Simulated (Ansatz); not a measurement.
Write the native input for Ansatz 0.2.0 that does the following.

* Task: single point
* Functional: PBE
* Potentials or basis: Ansatz PAW
* Cutoff: 420 eV (not typed: the program's choice for these potentials)
* k mesh: 10 × 10 × 10
* Occupations: fermi-dirac, width 0.05 eV
* Spin: collinear spin, ferromagnetic start
* Starting moments: [3.5, 0.0] μB

CoO:

```
CELL_PARAMETERS angstrom
0.00000 2.34364 2.34364
2.34364 0.00000 2.34364
2.34364 2.34364 0.00000
ATOMIC_POSITIONS crystal
Co 0.00000 0.00000 0.00000
O 0.25000 0.25000 0.25000
```

Measurements of this composition are mostly on another form, of space group No. 225.

These files were run (other wordings do the same):

input.yaml

```yaml
crystal:
  lattice:
    - [0.0, 2.34364184, 2.34364184]
    - [2.34364184, 0.0, 2.34364184]
    - [2.34364184, 2.34364184, 0.0]
  atoms:
    - { symbol: Co, position: [0.0, 0.0, 0.0], spin: 3.5 }
    - { symbol: O, position: [0.25, 0.25, 0.25] }
hamiltonian:
  xc: pbe
  pseudopotentials: { kind: paw }
magnetization:
  spin_polarized: true
kpoints:
  mp_grid: { grid: [10, 10, 10] }
scf:
  occupations: { method: fermi_dirac, width: 0.05 }
output:
  forces: true
  stress: true
  eigenvalues: true
  write_density: true
  write_potential: true
  elf: true
  volumetric_format: npy
```

Potentials or basis: Ansatz PAW.

The run is started by

```console
$ ansatz run input.yaml --threads 2 --pin off --max-ram 5632MiB --backend cpu --events-out ev --progress --plain --runs-dir out
```

It gave:

| Item | Value |
| --- | --- |
| Pressure | -12.3 GPa |
| Band gap on the k mesh | none (metal or under the smearing width) |
| Net moment | 2.98 μB per cell |
| Absolute moment | 2.99 μB per cell |
| Site moments | Co +2.42; O +0.34 μB |

Caveat: the pressure holds a Pulay correction of +0.6 GPa for the finite cutoff; a cell with one magnetic atom can't hold antiferromagnetic order, which such compounds often take; semilocal functionals often make such compounds metallic where correlation or magnetic order opens a gap, which also shifts bond lengths.

Run time: 1.3 s on 2 threads of AMD EPYC 9R45 96-Core Processor (Zen 5), on a shared host, peak memory 0.36 GiB.
